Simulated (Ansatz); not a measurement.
Method: DFT PBE, scalar-relativistic, plane waves, PAW in Ansatz 0.2.0. All cells share a 420 eV cutoff and Γ-centred k meshes spaced at most about 0.3 Å⁻¹ (about 0.25 or finer for metals, 2π included). No spin polarisation.

Temperature and zero-point effects are left out.

Two relaxed structures of CdS₄:

A.

```
Cd S
1.0
     3.65174    0.00000    0.00000
    -1.82587    3.16250    0.00000
     0.00000    0.00000    8.37846
Cd S
1 4
Direct
  0.00000 0.00000 0.00000
  0.33333 0.66667 0.80677
  0.33333 0.66667 0.41366
  0.66667 0.33333 0.19323
  0.66667 0.33333 0.58634
```

B.

```
Cd S
1.0
    -3.03164    3.03164    3.03164
     3.03164   -3.03164    3.03164
     3.03164    3.03164   -3.03164
Cd S
1 4
Direct
  0.00000 0.00000 0.00000
  0.00000 0.00000 0.50000
  0.00000 0.50000 0.00000
  0.50000 0.00000 0.00000
  0.50000 0.50000 0.50000
```

Question: Which form is favoured at zero pressure, and by what margin per atom?

Answer: A is lower, by 0.35 eV/atom. A has space group P-3m1 (No. 164), 19.4 Å³/atom and no gap on its mesh; B has space group Im-3m (No. 229), 22.3 Å³/atom and no gap. Counting S atoms around Cd (those within 1.25 times the shortest such distance or 1.15 times the sum of covalent radii, 1.27 where that leaves under three), A has Cd 6 and B has Cd 8. The denser one is the lower, and pressure would at first widen the difference. Even the lower one lies +0.41 eV/atom against the reference forms of the elements (uncorrected), so neither is stable at this level. In A, Cd has 6 S at 2.66 Å; around S on its first site lie 3 Cd at 2.66 Å and 3 S at 2.80 Å; S on its second site has 3 S at 2.56 Å and 3 S at 2.80 Å. In B, around Cd lie 8 S at 2.63 Å; S has 2 Cd at 2.63 Å and 6 S at 3.03 Å. Both come from invented guesses. The lowest form computed isn't among them: it has space group P4/mmm (No. 123), 23.4 Å³/atom and lies 0.32 eV/atom below the best shown.

Cells relaxed within their symmetry can be saddle points. Some types were kept out of the candidates beforehand, so the set may lack a known form.
